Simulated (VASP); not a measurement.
Crystal: KBr.

```
Br K
1.0
     0.00000    3.30000    3.30000
     3.30000    0.00000    3.30000
     3.30000    3.30000    0.00000
Br K
1 1
Direct
  0.50000 0.50000 0.50000
  0.00000 0.00000 0.00000
```

Base run:

| Quantity | Value |
| --- | --- |
| Program | VASP 6.6.1 |
| Functional | HSE(alpha, omega) |
| Potentials or basis | VASP PAW PBE potentials, release 64 (Br, K_sv) |
| Cutoff | 520 eV |
| k mesh | 4 × 4 × 4 |
| Occupations | fermi-dirac, width 0.05 eV |
| Spin | no spin polarisation |

Its results: band gap on the k mesh 5.95 eV, direct; pressure 0.4 GPa.

Task: After a change of settings the same cell gave: band gap on the k mesh 5.37 eV, direct; pressure 0.5 GPa. Which change was it?
A. screening parameter from 0.1 to 0.3
B. screening parameter from 0.1 to 0.15
C. screening parameter from 0.1 to 0.2
D. functional from HSE(alpha, omega) to PBE; k mesh from 4 × 4 × 4 to 7 × 7 × 7

Result: A.

Caveats: the PAW data sets were made with another functional, which shifts forces and pressure a little.

Not every run made on this cell is shown here.
